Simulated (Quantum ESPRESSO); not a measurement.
# FeO (Wuestite) (R-3m) in Quantum ESPRESSO: equation of state

Aim: energy against volume of FeO (Wuestite) in PBEsol, for its equilibrium volume and stiffness.

All numbers are computed with Quantum ESPRESSO 7.5; they aren't measurements. Logs are shortened: lines on timing, memory, paths and dates and some standing lists are left out, and cuts for length are marked.

### Step 1. The crystal as given

It takes space group R-3m (No. 166, trigonal). The conventional cell has a = 3.038 Å, b = 3.038 Å, c = 7.559 Å, α = 90.00°, β = 90.00°, γ = 120.00°. Around Fe (site symmetry -3m) lie 6 O at 2.16 Å. O (site symmetry -3m) is surrounded by 6 Fe at 2.16 Å.

### Step 2. Single point, PBEsol, collinear spin, ferromagnetic start, 9.46 Å³/atom

Input file pw.in:

```
&CONTROL
  calculation = 'scf'
  prefix = 'pwscf'
  outdir = './tmp'
  pseudo_dir = './pseudo'
  tprnfor = .true.
  tstress = .true.
  disk_io = 'nowf'
/
&SYSTEM
  ibrav = 0
  nat = 2
  ntyp = 2
  ecutwfc = 56
  ecutrho = 448
  nbnd = 21
  occupations = 'smearing'
  smearing = 'fd'
  degauss = 0.00367493
  nspin = 2
  starting_magnetization(1) = 0.1875
  starting_magnetization(2) = 0
/
&ELECTRONS
  conv_thr = 4d-10
  electron_maxstep = 120
  mixing_beta = 0.3
/
ATOMIC_SPECIES
Fe    55.8450 fe_pbesol_v1.5.uspp.F.UPF
O     15.9990 o_pbesol_v1.2.uspp.F.UPF
CELL_PARAMETERS angstrom
   1.4878158575    0.8589908858    2.4681429078
  -1.4878158575    0.8589908858    2.4681429078
   0.0000000000   -1.7179817717    2.4681429078
ATOMIC_POSITIONS crystal
Fe     0.0000000000    0.0000000000    0.0000000000
O      0.5000000000    0.5000000000    0.5000000000
K_POINTS automatic
11 11 11 0 0 0
```

Potentials or basis: GBRV 1.5 PBEsol.

Run with:

```sh
$ OMP_NUM_THREADS=1 mpirun -n 2 pw.x -nk 2 -in pw.in > pw.out
```

pw.out:

```text
This program is part of the open-source Quantum ESPRESSO suite
     for quantum simulation of materials; please cite
         "P. Giannozzi et al., J. Phys.:Condens. Matter 21 395502 (2009);
         "P. Giannozzi et al., J. Phys.:Condens. Matter 29 465901 (2017);
         "P. Giannozzi et al., J. Chem. Phys. 152 154105 (2020);
     in publications or presentations arising from this work. More details at

     Message from routine setup:
     using ibrav=0 with symmetry is DISCOURAGED, use correct ibrav instead

     K-points division:     npool     =       2
     Subspace diagonalization in iterative solution of the eigenvalue problem:
     a serial algorithm will be used

     G-vector sticks info
     --------------------
     sticks:   dense  smooth     PW     G-vecs:    dense   smooth      PW
     Sum         987     499    163                20377     7247    1417

     Using Slab Decomposition

     bravais-lattice index     =            0
     lattice parameter (alat)  =       5.6828  a.u.
     unit-cell volume          =     127.7191 (a.u.)^3
     number of atoms/cell      =            2
     number of atomic types    =            2
     number of electrons       =        22.00
     number of Kohn-Sham states=           21
     kinetic-energy cutoff     =      56.0000  Ry
     charge density cutoff     =     448.0000  Ry
     scf convergence threshold =      4.0E-10
     mixing beta               =       0.3000
     number of iterations used =            8  plain     mixing
     Exchange-correlation= SLA  PW   PSX  PSC
                           (   1   4  10   8   0   0   0)

     celldm(1)=   5.682765  celldm(2)=   0.000000  celldm(3)=   0.000000
     celldm(4)=   0.000000  celldm(5)=   0.000000  celldm(6)=   0.000000

     crystal axes: (cart. coord. in units of alat)
               a(1) = (   0.494753   0.285646   0.820747 )
               a(2) = (  -0.494753   0.285646   0.820747 )
               a(3) = (   0.000000  -0.571291   0.820747 )

     reciprocal axes: (cart. coord. in units 2 pi/alat)
               b(1) = (  1.010606  0.583473  0.406134 )
               b(2) = ( -1.010606  0.583473  0.406134 )
               b(3) = (  0.000000 -1.166947  0.406134 )

     PseudoPot. # 1 for Fe read from file:
     fe_pbesol_v1.5.uspp.F.UPF
     Pseudo is Ultrasoft + core correction, Zval = 16.0
     Generated by new atomic code, or converted to UPF format
     Using radial grid of  861 points,  6 beta functions with:
                l(1) =   0
                l(2) =   0
                l(3) =   1
                l(4) =   1
                l(5) =   2
                l(6) =   2
     Q(r) pseudized with  8 coefficients,  rinner =    1.000   1.000   1.000
                                                       1.000   1.000

     PseudoPot. # 2 for O  read from file:
     o_pbesol_v1.2.uspp.F.UPF
     Pseudo is Ultrasoft + core correction, Zval =  6.0
     Generated by new atomic code, or converted to UPF format
     Using radial grid of  737 points,  5 beta functions with:
                l(1) =   0
                l(2) =   0
                l(3) =   1
                l(4) =   1
                l(5) =   2
     Q(r) pseudized with  8 coefficients,  rinner =    0.900   0.900   0.900
                                                       0.900   0.900

     atomic species   valence    mass     pseudopotential
     Fe               16.00    55.84500     Fe( 1.00)
     O                 6.00    15.99900     O ( 1.00)

     Starting magnetic structure
     atomic species   magnetization
     Fe              0.188
     O               0.000

     12 Sym. Ops., with inversion, found

   Cartesian axes

     site n.     atom                  positions (alat units)
         1        Fe     tau(   1) = (   0.0000000   0.0000000   0.0000000  )
         2        O      tau(   2) = (   0.0000000  -0.0000000   1.2311209  )

     number of k points=   146  Fermi-Dirac smearing, width (Ry)=  0.0037

     Number of k-points >= 100: set verbosity='high' to print them.

     Dense  grid:    20377 G-vectors     FFT dimensions: (  40,  40,  40)

     Smooth grid:     7247 G-vectors     FFT dimensions: (  27,  27,  27)

     Check: negative core charge=   -0.000031
     Generating pointlists ...
     new r_m :   0.2902 (alat units)  1.6489 (a.u.) for type    1
     new r_m :   0.2902 (alat units)  1.6489 (a.u.) for type    2

     Initial potential from superposition of free atoms

     starting charge      21.0000, renormalised to      22.0000
     Starting wfcs are   17 randomized atomic wfcs +    4 random wfcs

     Self-consistent Calculation

     iteration #  1     ecut=    56.00 Ry     beta= 0.30
     Davidson diagonalization with overlap
     ethr =  1.00E-02,  avg # of iterations =  5.4

     total energy              =    -282.24537218 Ry
     estimated scf accuracy    <       0.62500643 Ry

     total magnetization       =     3.66 Bohr mag/cell
     absolute magnetization    =     3.66 Bohr mag/cell

     iteration #  2     ecut=    56.00 Ry     beta= 0.30
     Davidson diagonalization with overlap
     ethr =  2.84E-03,  avg # of iterations =  1.9

     total energy              =    -282.37251661 Ry
     estimated scf accuracy    <       0.13417433 Ry

     total magnetization       =     3.28 Bohr mag/cell
     absolute magnetization    =     3.28 Bohr mag/cell

     iteration #  3     ecut=    56.00 Ry     beta= 0.30
     Davidson diagonalization with overlap
     ethr =  6.10E-04,  avg # of iterations =  1.3

     total energy              =    -282.40099737 Ry
     estimated scf accuracy    <       0.02362035 Ry

     total magnetization       =     3.79 Bohr mag/cell
     absolute magnetization    =     3.79 Bohr mag/cell
[... 85 lines left out ...]
     total energy              =    -282.41022075 Ry
     estimated scf accuracy    <          2.7E-09 Ry

     total magnetization       =     4.00 Bohr mag/cell
     absolute magnetization    =     4.01 Bohr mag/cell

     iteration # 13     ecut=    56.00 Ry     beta= 0.30
     Davidson diagonalization with overlap
     ethr =  1.23E-11,  avg # of iterations =  1.0

     total energy              =    -282.41022075 Ry
     estimated scf accuracy    <          7.9E-10 Ry

     total magnetization       =     4.00 Bohr mag/cell
     absolute magnetization    =     4.01 Bohr mag/cell

     iteration # 14     ecut=    56.00 Ry     beta= 0.30
     Davidson diagonalization with overlap
     ethr =  3.59E-12,  avg # of iterations =  1.4

     Magnetic moment per site  (integrated on atomic sphere of radius R)
     atom   1 (R=0.290)  charge= 13.4758  magn=  3.4285
     atom   2 (R=0.290)  charge=  5.7698  magn=  0.3354

     End of self-consistent calculation

     Number of k-points >= 100: set verbosity='high' to print the bands.

     the Fermi energy is    15.4640 ev

!    total energy              =    -282.41022076 Ry
     estimated scf accuracy    <          1.7E-11 Ry
     smearing contrib. (-TS)   =      -0.00076201 Ry
     internal energy E=F+TS    =    -282.40945874 Ry

     The total energy is F=E-TS. E is the sum of the following terms:
     one-electron contribution =    -130.83251792 Ry
     hartree contribution      =      78.36023908 Ry
     xc contribution           =     -36.29375973 Ry
     ewald contribution        =    -193.64342017 Ry

     total magnetization       =     4.00 Bohr mag/cell
     absolute magnetization    =     4.01 Bohr mag/cell

     convergence has been achieved in  14 iterations

     Forces acting on atoms (cartesian axes, Ry/au):

     atom    1 type  1   force =     0.00000000    0.00000000   -0.00000000
     atom    2 type  2   force =    -0.00000000   -0.00000000    0.00000000

     Total force =     0.000000     Total SCF correction =     0.000000

     Computing stress (Cartesian axis) and pressure

          total   stress  (Ry/bohr**3)                   (kbar)     P=       25.29
   0.00018987  -0.00000000   0.00000000           27.93       -0.00        0.00
   0.00000000   0.00018987   0.00000000            0.00       27.93        0.00
  -0.00000000   0.00000000   0.00013609           -0.00        0.00       20.02

=------------------------------------------------------------------------------=
   JOB DONE.
=------------------------------------------------------------------------------=
```

Run time: 52 s. Hardware: 2 MPI ranks of Arm Neoverse V2, shared host; peak memory 0.26 GiB.

What came out:

```yaml
Free_energy: -3842.3868 eV
Pressure: 2.5 GPa
Band_gap_on_the_k_mesh: none (metal or under the smearing width)
Net_moment: 4.00 μB per cell
Absolute_moment: 4.01 μB per cell
Site_moments: Fe +3.43; O +0.34 μB
Valence_electrons_inside_the_program's_atomic_spheres: Fe 13.48; O 5.77
```

Caveat: a cell with one magnetic atom can't hold antiferromagnetic order, which such compounds often take; semilocal functionals often make such compounds metallic where correlation or magnetic order opens a gap, which also shifts bond lengths.

### Step 3. Single point, PBEsol, collinear spin, ferromagnetic start, 9.66 Å³/atom

Changes to pw.in since step 2:

```diff
@@ -32,5 +32,5 @@
 CELL_PARAMETERS angstrom
-   1.4878158575    0.8589908858    2.4681429078
-  -1.4878158575    0.8589908858    2.4681429078
-   0.0000000000   -1.7179817717    2.4681429078
+   1.4982937792    0.8650403168    2.4855247686
+  -1.4982937792    0.8650403168    2.4855247686
+   0.0000000000   -1.7300806335    2.4855247686
 ATOMIC_POSITIONS crystal
```

Potentials or basis: GBRV 1.5 PBEsol.

Run with:

```sh
$ OMP_NUM_THREADS=1 mpirun -n 2 pw.x -nk 2 -in pw.in > pw.out
```

Wall time 50 s (2 MPI ranks of Arm Neoverse V2, shared host); peak memory 0.26 GiB.

Results (log left out):

| Item | Value |
| --- | --- |
| Free energy | -3842.3878 eV |
| Pressure | -1.9 GPa |
| Band gap on the k mesh | none (metal or under the smearing width) |
| Net moment | 4.00 μB per cell |
| Absolute moment | 4.01 μB per cell |
| Site moments | Fe +3.44; O +0.33 μB |
| Valence electrons inside the program's atomic spheres | Fe 13.50; O 5.79 |

Caveat: a cell with one magnetic atom can't hold antiferromagnetic order, which such compounds often take; semilocal functionals often make such compounds metallic where correlation or magnetic order opens a gap, which also shifts bond lengths.

### Step 4. Single point, PBEsol, collinear spin, ferromagnetic start, 9.87 Å³/atom

Changes to pw.in since step 3:

```diff
@@ -32,5 +32,5 @@
 CELL_PARAMETERS angstrom
-   1.4982937792    0.8650403168    2.4855247686
-  -1.4982937792    0.8650403168    2.4855247686
-   0.0000000000   -1.7300806335    2.4855247686
+   1.5086271663    0.8710063006    2.5026668604
+  -1.5086271663    0.8710063006    2.5026668604
+   0.0000000000   -1.7420126011    2.5026668604
 ATOMIC_POSITIONS crystal
```

Run with:

```sh
$ OMP_NUM_THREADS=1 mpirun -n 2 pw.x -nk 2 -in pw.in > pw.out
```

Wall time 46 s (2 MPI ranks of Arm Neoverse V2, shared host); peak memory 0.26 GiB.

Results (log left out):

```
Free energy                                           : -3842.3783 eV
Pressure                                              : -5.8 GPa
Band gap on the k mesh                                : none (metal or under the smearing width)
Net moment                                            : 4.00 μB per cell
Absolute moment                                       : 4.01 μB per cell
Site moments                                          : Fe +3.45; O +0.33 μB
Valence electrons inside the program's atomic spheres : Fe 13.52; O 5.80
```

Caveat: a cell with one magnetic atom can't hold antiferromagnetic order, which such compounds often take; semilocal functionals often make such compounds metallic where correlation or magnetic order opens a gap, which also shifts bond lengths.

### Step 5. Single point, PBEsol, collinear spin, ferromagnetic start, 10.07 Å³/atom

Changes to pw.in since step 4:

```diff
@@ -32,5 +32,5 @@
 CELL_PARAMETERS angstrom
-   1.5086271663    0.8710063006    2.5026668604
-  -1.5086271663    0.8710063006    2.5026668604
-   0.0000000000   -1.7420126011    2.5026668604
+   1.5188209023    0.8768916568    2.5195772846
+  -1.5188209023    0.8768916568    2.5195772846
+   0.0000000000   -1.7537833136    2.5195772846
 ATOMIC_POSITIONS crystal
```

Run with:

```sh
$ OMP_NUM_THREADS=1 mpirun -n 2 pw.x -nk 2 -in pw.in > pw.out
```

Wall time 47 s (2 MPI ranks of Arm Neoverse V2, shared host); peak memory 0.26 GiB.

Results (log left out):

```yaml
Free_energy: -3842.3594 eV
Pressure: -9.3 GPa
Band_gap_on_the_k_mesh: none (metal or under the smearing width)
Net_moment: 4.00 μB per cell
Absolute_moment: 4.01 μB per cell
Site_moments: Fe +3.46; O +0.32 μB
Valence_electrons_inside_the_program's_atomic_spheres: Fe 13.54; O 5.82
```

Caveat: a cell with one magnetic atom can't hold antiferromagnetic order, which such compounds often take; semilocal functionals often make such compounds metallic where correlation or magnetic order opens a gap, which also shifts bond lengths.

### Step 6. Single point, PBEsol, collinear spin, ferromagnetic start, 10.27 Å³/atom

Changes to pw.in since step 5:

```diff
@@ -32,5 +32,5 @@
 CELL_PARAMETERS angstrom
-   1.5188209023    0.8768916568    2.5195772846
-  -1.5188209023    0.8768916568    2.5195772846
-   0.0000000000   -1.7537833136    2.5195772846
+   1.5288796120    0.8826990556    2.5362637132
+  -1.5288796120    0.8826990556    2.5362637132
+   0.0000000000   -1.7653981111    2.5362637132
 ATOMIC_POSITIONS crystal
```

Potentials or basis: GBRV 1.5 PBEsol.

Run with:

```sh
$ OMP_NUM_THREADS=1 mpirun -n 2 pw.x -nk 2 -in pw.in > pw.out
```

It took 48 s on 2 MPI ranks of Arm Neoverse V2, shared host; peak memory 0.28 GiB.

Results (log left out):

| Quantity | Value |
| --- | --- |
| Free energy | -3842.3322 eV |
| Pressure | -12.5 GPa |
| Band gap on the k mesh | none (metal or under the smearing width) |
| Net moment | 4.00 μB per cell |
| Absolute moment | 4.02 μB per cell |
| Site moments | Fe +3.47; O +0.32 μB |
| Valence electrons inside the program's atomic spheres | Fe 13.56; O 5.83 |

Caveat: a cell with one magnetic atom can't hold antiferromagnetic order, which such compounds often take; semilocal functionals often make such compounds metallic where correlation or magnetic order opens a gap, which also shifts bond lengths.

### Step 7. Single point, PBEsol, collinear spin, ferromagnetic start, 10.47 Å³/atom

Changes to pw.in since step 6:

```diff
@@ -32,5 +32,5 @@
 CELL_PARAMETERS angstrom
-   1.5288796120    0.8826990556    2.5362637132
-  -1.5288796120    0.8826990556    2.5362637132
-   0.0000000000   -1.7653981111    2.5362637132
+   1.5388076799    0.8884310282    2.5527334195
+  -1.5388076799    0.8884310282    2.5527334195
+   0.0000000000   -1.7768620564    2.5527334195
 ATOMIC_POSITIONS crystal
```

Run with:

```sh
$ OMP_NUM_THREADS=1 mpirun -n 2 pw.x -nk 2 -in pw.in > pw.out
```

Wall time 45 s (2 MPI ranks of Arm Neoverse V2, shared host); peak memory 0.28 GiB.

The run converged. Its results:

```yaml
Free_energy: -3842.2975 eV
Pressure: -15.3 GPa
Band_gap_on_the_k_mesh: none (metal or under the smearing width)
Net_moment: 4.00 μB per cell
Absolute_moment: 4.02 μB per cell
Site_moments: Fe +3.48; O +0.31 μB
Valence_electrons_inside_the_program's_atomic_spheres: Fe 13.58; O 5.84
```

Caveat: a cell with one magnetic atom can't hold antiferromagnetic order, which such compounds often take; semilocal functionals often make such compounds metallic where correlation or magnetic order opens a gap, which also shifts bond lengths.

### Step 8. Single point, PBEsol, collinear spin, ferromagnetic start, 10.67 Å³/atom

Changes to pw.in since step 7:

```diff
@@ -32,5 +32,5 @@
 CELL_PARAMETERS angstrom
-   1.5388076799    0.8884310282    2.5527334195
-  -1.5388076799    0.8884310282    2.5527334195
-   0.0000000000   -1.7768620564    2.5527334195
+   1.5486092669    0.8940899771    2.5689933065
+  -1.5486092669    0.8940899771    2.5689933065
+   0.0000000000   -1.7881799543    2.5689933065
 ATOMIC_POSITIONS crystal
```

Run with:

```sh
$ OMP_NUM_THREADS=1 mpirun -n 2 pw.x -nk 2 -in pw.in > pw.out
```

Run time: 47 s. Hardware: 2 MPI ranks of Arm Neoverse V2, shared host; peak memory 0.28 GiB.

Results (log left out):

```
Free energy                                           : -3842.2562 eV
Pressure                                              : -17.7 GPa
Band gap on the k mesh                                : none (metal or under the smearing width)
Net moment                                            : 4.00 μB per cell
Absolute moment                                       : 4.02 μB per cell
Site moments                                          : Fe +3.48; O +0.31 μB
Valence electrons inside the program's atomic spheres : Fe 13.60; O 5.86
```

Caveat: a cell with one magnetic atom can't hold antiferromagnetic order, which such compounds often take; semilocal functionals often make such compounds metallic where correlation or magnetic order opens a gap, which also shifts bond lengths.

### Step 9. Equation of state, PBEsol, collinear spin, ferromagnetic start

Potentials or basis: GBRV 1.5 PBEsol.

This step only gathers the single runs of the series.

Results:

| Quantity | Value |
| --- | --- |
| Equilibrium volume | 9.58 Å³/atom |
| Bulk modulus at fixed shape and positions | 209 GPa |
| Pressure derivative of the bulk modulus | 4.5 |

Energy against volume, from the lowest point:
| volume (Å³/atom) | energy (meV/atom) |
| --- | --- |
| 9.463 | 0.51 |
| 9.664 | 0.00 |
| 9.866 | 4.74 |
| 10.067 | 14.19 |
| 10.268 | 27.81 |
| 10.470 | 45.16 |
| 10.671 | 65.83 |

Caveat: the cell was scaled at fixed shape and fractional positions, which overstates the stiffness of a crystal with free parameters, most of all of layers and chains.

### Step 10. Against experiment

Step 9. The cell as given is a measured one (10.07 Å³/atom); PBEsol puts the equilibrium volume -4.8 % from it, thermal expansion not counted.
